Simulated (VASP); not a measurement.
# AlCo (Pm-3m) in VASP: density of states with AM05

Aim: the density of states of AlCo with AM05.

All numbers are computed with VASP 6.6.1; they aren't measurements. Logs are shortened: lines on timing, memory, paths and dates and some standing lists are left out, and cuts for length are marked.

## (1) Starting point

It takes space group Pm-3m (No. 221, cubic). Conventional cell: a = 2.819 Å, b = 2.819 Å, c = 2.819 Å, α = 90.00°, β = 90.00°, γ = 90.00°. Around Co (site symmetry m-3m) lie 8 Al at 2.44 Å. Al (site symmetry m-3m) has 8 Co at 2.44 Å as nearest neighbours.

The cell is a database's computed one.

## (2) Density of states, AM05, collinear spin, program default start

Contents of run.py:

```python
from ase.calculators.vasp import Vasp
from ase.dft.dos import DOS
from ase.io import read

atoms = read('AlCo.xyz')
calc = Vasp(
    directory='calc',
    xc='am05',
    pp='PBE',
    setups='recommended',
    prec='Accurate',
    encut=520,
    ediff=1e-06,
    ismear=1,
    sigma=0.2,
    lreal=False,
    lasph=True,
    nelm=120,
    algo='Normal',
    isif=2,
    lwave=False,
    lcharg=False,
    ispin=2,
    lorbit=11,
    lmaxmix=4,
    kpts=[9, 9, 9],
    gamma=True,
    nbands=17,
)
atoms.calc = calc

print('energy (eV):', atoms.get_potential_energy())
print('free energy (eV):', atoms.get_potential_energy(force_consistent=True))
print('forces (eV/A):')
print(atoms.get_forces())
print('stress (eV/A^3, Voigt):', atoms.get_stress())
print('Fermi level (eV):', calc.get_fermi_level())
print('moment (muB):', atoms.get_magnetic_moment())
print('site moments (muB):', atoms.get_magnetic_moments())
dos = DOS(calc, width=0.1, window=(-10, 10), npts=201)
print('E - E_F (eV), DOS (1/eV)')
for e, g in zip(dos.get_energies(), dos.get_dos()):
    print(f'{e:8.3f} {g:10.4f}')
```

Contents of AlCo.xyz:

```xyz
2
Lattice="2.8194032100 0.0000000000 0.0000000000 0.0000000000 2.8194032100 0.0000000000 0.0000000000 0.0000000000 2.8194032100" Properties=species:S:1:pos:R:3 pbc="T T T"
Co     1.4097016050      1.4097016050      1.4097016050
Al     0.0000000000      0.0000000000      0.0000000000
```

Potentials or basis: VASP PAW PBE potentials, release 64 (Co, Al).

Command:

```console
$ python run.py
```

What it wrote:

```text
energy (eV): -12.77084835
free energy (eV): -12.76897618
forces (eV/A):
[[0. 0. 0.]
 [0. 0. 0.]]
stress (eV/A^3, Voigt): [-0.0033038 -0.0033038 -0.0033038 -0.        -0.        -0.       ]
Fermi level (eV): 10.90998632
moment (muB): -0.0001358
site moments (muB): [-0. -0.]
E - E_F (eV), DOS (1/eV)
 -10.000     0.2062
  -9.900     0.3735
  -9.800     0.1439
  -9.700     0.0079
  -9.600     0.0179
  -9.500     0.1403
  -9.400     0.1704
  -9.300     0.2832
  -9.200     0.4440
  -9.100     0.2313
  -9.000     0.3778
  -8.900     0.2359
  -8.800     0.3691
  -8.700     0.2163
  -8.600     0.1333
  -8.500     0.1203
  -8.400     0.3276
  -8.300     0.3476
  -8.200     0.6399
  -8.100     0.5428
  -8.000     0.0650
  -7.900     0.0037
  -7.800     0.0435
  -7.700     0.1590
  -7.600     0.5304
  -7.500     0.6694
  -7.400     0.5104
  -7.300     0.5640
  -7.200     0.4525
  -7.100     0.2490
  -7.000     0.3569
  -6.900     0.4764
  -6.800     0.8100
  -6.700     0.6174
  -6.600     0.2873
  -6.500     0.0433
  -6.400     0.1835
  -6.300     0.5293
  -6.200     0.5794
  -6.100     0.7758
  -6.000     0.6531
  -5.900     0.3855
  -5.800     0.5467
  -5.700     0.9998
  -5.600     1.0747
  -5.500     0.5030
  -5.400     0.4926
  -5.300     0.4952
  -5.200     0.8817
  -5.100     1.3880
  -5.000     0.4120
  -4.900     0.0222
  -4.800     0.0927
  -4.700     0.5958
  -4.600     0.7989
  -4.500     0.6302
  -4.400     0.9287
  -4.300     0.8226
  -4.200     0.7143
  -4.100     1.1822
  -4.000     1.1539
  -3.900     1.6313
  -3.800     2.0985
  -3.700     1.5411
  -3.600     1.7648
  -3.500     1.4881
  -3.400     1.2264
  -3.300     1.5703
  -3.200     2.0474
  -3.100     2.4961
  -3.000     2.4834
  -2.900     2.5576
  -2.800     2.9012
  -2.700     2.1541
  -2.600     1.6187
  -2.500     2.2962
  -2.400     1.3915
  -2.300     0.8257
  -2.200     2.2760
  -2.100     2.4311
  -2.000     3.3961
  -1.900     2.8247
  -1.800     2.2648
  -1.700     2.9325
  -1.600     4.2066
  -1.500     6.2215
  -1.400     7.4852
  -1.300     6.3098
  -1.200     4.2287
  -1.100     2.9345
  -1.000     2.5116
  -0.900     1.9905
  -0.800     1.6379
  -0.700     1.1936
  -0.600     0.5622
  -0.500     0.9692
  -0.400     0.6971
  -0.300     0.4315
  -0.200     0.3724
  -0.100     0.4869
   0.000     0.4085
   0.100     1.1694
   0.200     2.8186
   0.300     2.0558
   0.400     0.9619
   0.500     0.7813
   0.600     0.9215
   0.700     0.6635
   0.800     0.7779
   0.900     1.0861
   1.000     0.7273
   1.100     1.1495
   1.200     0.6164
   1.300     0.3867
   1.400     0.3148
   1.500     0.3041
   1.600     0.6335
   1.700     0.3568
   1.800     0.0407
   1.900     0.0207
   2.000     0.1142
   2.100     0.3272
   2.200     0.5232
   2.300     0.3728
   2.400     0.9065
   2.500     0.5880
   2.600     0.1295
   2.700     0.4563
   2.800     0.7728
   2.900     0.8129
   3.000     0.5500
   3.100     0.1783
   3.200     0.5370
   3.300     0.7551
   3.400     0.5432
   3.500     0.1548
   3.600     0.2284
   3.700     0.9077
   3.800     1.3597
   3.900     0.8249
   4.000     1.1957
   4.100     1.3011
   4.200     1.2589
   4.300     1.4645
   4.400     1.2872
   4.500     0.9056
   4.600     0.2745
   4.700     0.0161
   4.800     0.0264
   4.900     0.2039
   5.000     0.3854
   5.100     0.5939
   5.200     1.1970
   5.300     1.3484
   5.400     1.0950
   5.500     0.7929
   5.600     1.5305
   5.700     1.6212
   5.800     0.8407
   5.900     0.3214
   6.000     0.0685
   6.100     0.5377
   6.200     1.4436
   6.300     1.1134
   6.400     0.8983
   6.500     0.5061
   6.600     0.4624
   6.700     0.3512
   6.800     0.3924
   6.900     0.4806
   7.000     1.0712
   7.100     0.9540
   7.200     1.3552
   7.300     2.0597
   7.400     1.8038
   7.500     1.3923
   7.600     1.6628
   7.700     0.7975
   7.800     0.0972
   7.900     0.0023
   8.000     0.0148
   8.100     0.2293
   8.200     0.5984
   8.300     0.5358
   8.400     0.4885
   8.500     0.3801
   8.600     0.6340
   8.700     1.3402
   8.800     1.0646
   8.900     0.6108
   9.000     0.5352
   9.100     1.1732
   9.200     1.6654
   9.300     0.7888
   9.400     0.8920
   9.500     0.9803
   9.600     1.0523
   9.700     1.0010
   9.800     1.4995
   9.900     1.4083
  10.000     0.7417
```

Wall time 17 s (1 thread of Intel Xeon 6975P-C (Granite Rapids), shared host); peak memory 0.15 GiB.

What came out:

* Free energy: -12.7690 eV
* Pressure: 0.5 GPa
* Band gap on the k mesh: none (metal or under the smearing width)
* Net moment: 0.00 μB per cell
* Valence electrons inside the program's atomic spheres: Co 8.51; Al 0.84

Levels at points of the mesh, in eV from the Fermi level:
Spin up:
| k point | band 3 | band 4 | band 5 | band 6 | band 7 | band 8 | band 9 | band 10 |
| --- | --- | --- | --- | --- | --- | --- | --- | --- |
| (0.00, 0.00, 0.00) | -3.16 | -0.86 | -0.86 | -0.86 | 6.12 | 6.12 | 6.12 | 8.82 |
Spin down:
| k point | band 4 | band 5 | band 6 | band 7 | band 8 | band 9 |
| --- | --- | --- | --- | --- | --- | --- |
| (0.00, 0.00, 0.00) | -0.86 | -0.86 | -0.86 | 6.12 | 6.12 | 6.12 |

States per cell in windows of 1 eV (zero at the Fermi level; states under -8 eV left out):
| from (eV) | up | down | Co1_d_down | Co1_d_up | Co1_p_up | Co1_p_down | Al2_p_down | Al2_p_up |
| --- | --- | --- | --- | --- | --- | --- | --- | --- |
| -8.0 | 0.19 | 0.19 | 0.01 | 0.01 | 0.02 | 0.02 | 0.01 | 0.01 |
| -7.0 | 0.22 | 0.22 | 0.03 | 0.03 | 0.02 | 0.02 | 0.01 | 0.01 |
| -6.0 | 0.33 | 0.33 | 0.08 | 0.08 | 0.03 | 0.03 | 0.02 | 0.02 |
| -5.0 | 0.37 | 0.37 | 0.12 | 0.12 | 0.03 | 0.03 | 0.03 | 0.03 |
| -4.0 | 0.80 | 0.80 | 0.43 | 0.43 | 0.04 | 0.04 | 0.06 | 0.06 |
| -3.0 | 0.97 | 0.97 | 0.68 | 0.68 | 0.05 | 0.05 | 0.04 | 0.04 |
| -2.0 | 2.28 | 2.28 | 1.97 | 1.97 | 0.04 | 0.04 | 0.03 | 0.03 |
| -1.0 | 0.50 | 0.50 | 0.43 | 0.43 | 0.02 | 0.02 | 0.01 | 0.01 |
| 0.0 | 0.62 | 0.62 | 0.45 | 0.45 | 0.04 | 0.04 | 0.03 | 0.03 |
| 1.0 | 0.21 | 0.21 | 0.10 | 0.10 | 0.03 | 0.03 | 0.01 | 0.01 |
| 2.0 | 0.22 | 0.22 | 0.07 | 0.07 | 0.03 | 0.03 | 0.02 | 0.02 |
| 3.0 | 0.35 | 0.35 | 0.12 | 0.12 | 0.03 | 0.03 | 0.01 | 0.01 |
| 4.0 | 0.37 | 0.37 | 0.11 | 0.11 | 0.04 | 0.04 | 0.03 | 0.03 |
| 5.0 | 0.48 | 0.48 | 0.12 | 0.12 | 0.04 | 0.04 | 0.04 | 0.04 |
| 6.0 | 0.33 | 0.33 | 0.07 | 0.07 | 0.04 | 0.04 | 0.05 | 0.05 |
| 7.0 | 0.56 | 0.56 | 0.10 | 0.10 | 0.06 | 0.06 | 0.07 | 0.07 |

Caveat: the PAW data sets were made with another functional, which shifts forces and pressure a little.
